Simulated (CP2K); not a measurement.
Runs of CP2K 2026.2 on Re. The structure is hexagonal, space group P6_3/mmc (No. 194). The conventional cell has a = 2.761 Å, b = 2.761 Å, c = 4.458 Å, α = 90.00°, β = 90.00°, γ = 120.00°. Re (site symmetry -6m2) has 12 Re at 2.74 to 2.76 Å as nearest neighbours. 

```tsv
level	cell	CUTOFF of the grids	gap on the mesh (eV)	pressure (GPa)
PBE	strain_c = -0.02	450 Ry	none	(a)
RPBE	as given	675 Ry	none	7.2
PBE	strain_c = 0.06	450 Ry	none	(b)
PBE	as given	675 Ry	none	4.1
PBEsol	as given	675 Ry	none	-4.3
```

Alike in all rows: task band structure; potentials or basis POTENTIAL_UZH Re GTH-PBE-q15; TZVP-MOLOPT-PBE-GTH basis; no spin polarisation; k mesh 11 × 11 × 6; smearing fermi-dirac 0.05 eV.

Estimate the missing entries.

(a) 12.5; (b) -14.5.

Caveats: spin-orbit coupling is left out, which moves the levels of the heavy elements; the basis of atomic orbitals isn't converged, which shifts pressures, moduli and gaps; the potentials were made for another functional, which shifts forces and pressure (some runs).

A k mesh can miss the band edges, and the runs leave out spin-orbit coupling on Re.

A gap of «none» marks a metal or a gap under the smearing width.
